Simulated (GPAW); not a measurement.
The system is PtS2.

```
CELL_PARAMETERS angstrom
3.54320 0.00000 0.00000
-1.77160 3.06850 0.00000
0.00000 0.00000 5.03880
ATOMIC_POSITIONS crystal
Pt 0.00000 0.00000 0.00000
S 0.66667 0.33333 0.77300
S 0.33333 0.66667 0.22700
```

Base run:

```yaml
Program: GPAW 26.7.0
Functional: PBE
Potentials_or_basis: GPAW PAW data sets (gpaw-data 1.2.1)
Cutoff: 600 eV
Basis: pw
k_mesh: 9 × 9 × 5
Occupations: fermi-dirac, width 0.05 eV
Spin: no spin polarisation
```

Its results: band gap on the k mesh 0.99 eV, indirect (least direct gap 1.04 eV); pressure 11.7 GPa; largest force 1.292 eV/Å.

The run is repeated on the same cell with these changes: k mesh from 9 × 9 × 5 to 7 × 7 × 4; spin from no spin polarisation to spin-orbit coupling, no magnetisation. What comes out?

Band gap on the k mesh 0.86 eV, indirect (least direct gap 1.01 eV); pressure 11.8 GPa; largest force 1.291 eV/Å.

Several settings changed at once, so the effect can't be laid on one alone.

Caveats: spin-orbit coupling is left out, which moves the levels of the heavy elements (some runs); forces of over 1 eV/Å show positions far from the minimum, so gaps and moduli don't describe the material at rest (some runs); spin-orbit coupling was added after a scalar SCF, so levels and gaps hold it while energy, forces, pressure and moments don't (some runs); this program's spin-orbit splittings come out too wide for heavy elements (some runs).
